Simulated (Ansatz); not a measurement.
Band gaps on a Γ-centred 6×6×6 mesh, computed with HSE06 in Ansatz (plane waves, PAW datasets (generated hard set); cutoff 700 eV), no spin polarisation, no spin–orbit coupling; exchange singularity: regularized.

Task: Which crystal has a gap of 0.33 eV, direct?
A. Ge (diamond, a = 5.760 Å)
B. CuCl (zinc blende, a = 5.420 Å)
C. CdO (rock salt, a = 4.780 Å)
D. NaI (rock salt, a = 6.530 Å)
E. BN (zinc blende, a = 3.630 Å)
F. AlN (zinc blende, a = 4.400 Å)

Result: A. Ge 0.33 eV, direct; BN 5.77 eV, indirect; AlN 4.52 eV, indirect; NaI 4.60 eV, direct; CuCl 2.37 eV, direct; CdO 0.78 eV, indirect.

Model structures, not the usual forms at ambient conditions (metastable or hypothetical): AlN (zinc blende type). A gap read on the mesh is an upper bound of this method's gap, since the mesh can miss a band edge. Spin–orbit coupling is left out; with heavy elements it can shift the gap and split levels by tenths of an eV. Potentials made with PBE were used with another functional.
